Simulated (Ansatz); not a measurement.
Zincblende CaO, relaxed with r2SCAN in the plane-wave code Ansatz. Space group F-43m (No. 216), cubic; conventional cell a = 5.213 Å, 17.71 Å³ an atom. Ca is surrounded by 4 O at 2.26 Å; O is surrounded by 4 Ca at 2.26 Å.

The axes x, y and z are those of this cell:
```yaml
crystal:
  lattice:
    - [0.00000, 2.60673, 2.60673]
    - [2.60673, 0.00000, 2.60673]
    - [2.60673, 2.60673, 0.00000]
  atoms:
    - { symbol: Ca, position: [0.00000, 0.00000, 0.00000] }
    - { symbol: O, position: [0.25000, 0.25000, 0.25000] }
```

Unstrained: The PBE gap is indirect, 3.333 eV (W to Γ), below the direct gap of 3.954 eV at Γ. With r2SCAN the valence top lies at W and the conduction bottom at Γ, 3.759 eV higher; the smallest vertical gap, at Γ, is 4.375 eV. With HSE06 the valence top lies at X and the conduction bottom at Γ, 4.728 eV higher; the smallest vertical gap, at Γ, is 5.346 eV. Meshes: PBE 8×8×8, r2SCAN 8×8×8, HSE06 6×6×6. Strains are changes of length per length. After each strain the atoms were relaxed again with r2SCAN within the symmetry that the strain leaves, so tilts or polar shifts that break it weren't tested; points keep the names that they have in the unstrained zone. No spin polarisation. The prototype was imposed, so other structures may be more stable.

**Question.** Estimate what epitaxial -5.2 % in the xy plane, free normal strain +7.25 % does to the gap.

**Answer.** PBE: the gap goes from 3.333 to 3.302 eV (-0.031 eV); the edges move from W → Γ to X → Γ. r2SCAN: the gap goes from 3.759 to 3.737 eV (-0.022 eV); the edges move from W → Γ to X → Γ. HSE06: the gap goes from 4.728 to 4.694 eV (-0.034 eV). The r2SCAN energy rises by 18.2 meV an atom.

**Question.** One strain changed the r2SCAN stress by xx -9.69, yy -9.69, zz -9.69 GPa (compression positive) and the gap by -0.557 eV (PBE), -0.571 eV (r2SCAN), -0.637 eV (HSE06). Which kind of strain was it, and roughly how large?

**Answer.** Isotropic +5.64 % on every length. The pattern of the stress gives the kind; the size needs the stiffness, so it is an estimate.

**Question.** Estimate what uniaxial +2.56 % along [111], other directions held does to the gap.

**Answer.** PBE: the gap goes from 3.333 to 3.228 eV (-0.105 eV); the edges move from W → Γ to X → Γ. r2SCAN: the gap goes from 3.759 to 3.650 eV (-0.109 eV); the edges move from W → Γ to X → Γ. HSE06: the gap goes from 4.728 to 4.607 eV (-0.121 eV). The r2SCAN energy rises by 4.9 meV an atom.

The meshes of the hybrids are coarse, so their gaps aren't converged to the digits shown.
